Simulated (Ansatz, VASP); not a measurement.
**Two plane-wave programs on Rb**

```
Rb
1.0
     4.13826   -8.85490    0.00000
     4.13826    8.85490    0.00000
     0.00000    0.00000    5.13431
Rb
4
Direct
  0.13140 0.86860 0.99972
  0.63140 0.36860 0.50028
  0.86860 0.13140 0.00028
  0.36860 0.63140 0.49972
```

Alike in both runs: functional PBE; k mesh 6 × 6 × 10; occupations gaussian, width 0.1 eV; no spin polarisation.

Ansatz relaxed the structure, and its values are those at the end. VASP's run is a single point on that final structure, the one shown.

|  | VASP | Ansatz |
| --- | --- | --- |
| version | VASP 6.6.1 | Ansatz 0.2.0 |
| potentials or method | VASP PAW PBE potentials, release 64 (Rb_sv) | scalar-relativistic, plane waves, PAW |
| plane-wave cutoff (eV) | 520 | 420 |
| valence electrons in the cell | 36 | 36 |

|  | VASP | Ansatz | Ansatz less VASP |
| --- | --- | --- | --- |
| gap on the k mesh at the Fermi level (eV) | none | none | - |
| pressure (GPa) | 0.0 | 0.0 | 0.00 |

A gap of «none» marks a metal or a gap that the smearing closes.
